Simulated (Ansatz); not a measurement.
All numbers below come from Ansatz, DFT PBE, scalar-relativistic, plane waves, PAW. All cells share a 420 eV cutoff and Γ-centred k meshes spaced at most about 0.3 Å⁻¹ (about 0.25 or finer for metals, 2π included). No spin polarisation in the final relaxations.

These are static total energies at zero pressure.

Two relaxed structures of ScAl3:

A.

Space group Pm-3m (No. 221). a = 4.106 Å, b = 4.106 Å, c = 4.106 Å, α = 90.00°, β = 90.00°, γ = 90.00°
```tsv
atom	site	symmetry	x	y	z
Sc	1a	m-3m	0.0000	0.0000	0.0000
Al	3c	4/mm.m	0.5000	0.0000	0.5000
```

B.

Space group Fm-3m (No. 225). a = 6.603 Å, b = 6.603 Å, c = 6.603 Å, α = 90.00°, β = 90.00°, γ = 90.00°
| atom | site | symmetry | x | y | z |
| --- | --- | --- | --- | --- | --- |
| Sc | 4a | m-3m | 0.0000 | 0.0000 | 0.0000 |
| Al | 4b | m-3m | 0.5000 | 0.0000 | 0.0000 |
| Al | 8c | -43m | 0.2500 | 0.7500 | 0.7500 |

Task: Which would you expect to be lower, and how large is the difference?

Result: A is lower, by 0.36 eV/atom. A has the Cu3Au (L1_2) type, space group Pm-3m (No. 221), 17.3 Å³/atom and no gap on its mesh; B has the BiF3 (D0_3) type, space group Fm-3m (No. 225), 18.0 Å³/atom and no gap. Counting all near atoms (those within 1.25 times the shortest distance at each site; a plus sign parts nearer from farther groups), A has Sc 12, Al 12 and B has Sc 8+6, Al 8+6. The denser one is the lower, and pressure would at first widen the difference. Origin: A is a Materials Project cell, relaxed; B was invented.

With atoms moved at random, Pm-3m came back. Other cells relaxed within their symmetry can be saddle points.
